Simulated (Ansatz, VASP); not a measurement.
**Be2C: VASP beside Ansatz**

```
Be C
1.0
     0.00000    2.16500    2.16500
     2.16500    0.00000    2.16500
     2.16500    2.16500    0.00000
Be C
2 1
Direct
  0.25000 0.25000 0.25000
  0.75000 0.75000 0.75000
  0.00000 0.00000 0.00000
```

Alike in both runs: task relaxation of cell and atoms; functional PBE; k mesh 12 × 12 × 12; occupations gaussian, width 0.02 eV; no spin polarisation.

|  | VASP | Ansatz |
| --- | --- | --- |
| version | VASP 6.6.1 | Ansatz 0.2.0 |
| potentials or method | VASP PAW PBE potentials, release 64 (Be, C) | scalar-relativistic, plane waves, PAW |
| plane-wave cutoff (eV) | 600 | 420 |
| valence electrons in the cell | 8 | 8 |

Ansatz gave:

```
gap on the k mesh at the Fermi level, each at its own relaxed structure (eV) : 1.17
relaxed volume (Å³/atom)                                                     : 6.76
relaxed cell length with the largest relative difference (Å)                 : 3.061
```

Which values does VASP return?

gap on the k mesh at the Fermi level, each at its own relaxed structure (eV): 1.16; relaxed volume (Å³/atom): 6.77; relaxed cell length with the largest relative difference (Å): 3.062.

Caveats: the relaxation stopped at its first step, so nothing moved. A hybrid or GW would open this gap; PBE tends to underestimate it. A k mesh can miss the band edges.
